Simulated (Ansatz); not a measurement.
The system is FeO.

```xyz
2
Lattice="1.5177 0.8762 2.5158 -1.5177 0.8762 2.5158 0.0000 -1.7525 2.5158" Properties=species:S:1:pos:R:3 pbc="T T T"
Fe    0.0000    0.0000    0.0000
O     0.0000    0.0000    3.7737
```

Base run:

| Item | Value |
| --- | --- |
| Program | Ansatz 0.2.0 |
| Functional | LDA |
| Potentials or basis | Ansatz PAW |
| Cutoff | 420 eV (not typed: the program's choice for these potentials) |
| k mesh | 11 × 11 × 11 |
| Occupations | fermi-dirac, width 0.05 eV |
| Spin | collinear spin, ferromagnetic start |
| Starting moments | [3.0, 0.0] μB |
| Hubbard terms | Fe d U = 8 eV |

Its results: band gap on the k mesh 1.40 eV, indirect (least direct gap 3.03 eV); pressure 2.0 GPa; net moment 4.00 μB per cell; site moments Fe +3.52; O +0.15 μB.

Q: The run is repeated on the same cell with these changes: hubbard terms from Fe d U = 8 eV to Fe d U = 4 eV. What comes out?

A: Band gap on the k mesh 0.96 eV, indirect (least direct gap 2.52 eV); pressure -4.7 GPa; net moment 4.00 μB per cell; site moments Fe +3.46; O +0.23 μB.

Caveats: the magnetic or orbital state may not be the lowest; odd divisions of the mesh miss points on the zone boundary, where band edges often lie, so the gap on the mesh can be too wide; a cell with one magnetic atom can't hold antiferromagnetic order, which such compounds often take; the PAW data sets come from PBE, with cores solved anew for the run's functional, which leaves a small shift of forces and pressure; the density of states is complete only up to the lowest level of the last band computed.

A k mesh can miss the band edges.
